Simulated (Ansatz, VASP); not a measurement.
## Au in VASP and in Ansatz

```
CELL_PARAMETERS angstrom
2.73128 0.00000 0.00000
0.00000 2.73128 0.00000
0.00000 0.00000 2.73432
ATOMIC_POSITIONS crystal
Au 0.00000 0.00000 0.00000
```

Alike in both runs: functional PBE; k mesh 6 × 6 × 6; occupations gaussian, width 0.1 eV; no spin polarisation.

Ansatz relaxed the structure, and its values are those at the end. VASP's run is a single point on that final structure, the one shown.

|  | VASP | Ansatz |
| --- | --- | --- |
| version | VASP 6.6.1 | Ansatz 0.2.0 |
| potentials or method | VASP PAW PBE potentials, release 64 (Au) | scalar-relativistic, plane waves, PAW |
| plane-wave cutoff (eV) | 520 | 420 |
| valence electrons in the cell | 11 | 19 |

```csv
,VASP,Ansatz,Ansatz less VASP
gap on the k mesh at the Fermi level (eV),none,none,-
pressure (GPa),-0.1,0.0,+0.11
```

A gap of «none» marks a metal or a gap that the smearing closes. The two sets of potentials don't hold the same shells in valence.

Caveats: the k mesh is coarse (spacing up to 0.38 Å⁻¹), so the values aren't converged. The runs have no spin-orbit coupling, so splittings on Au are missing.
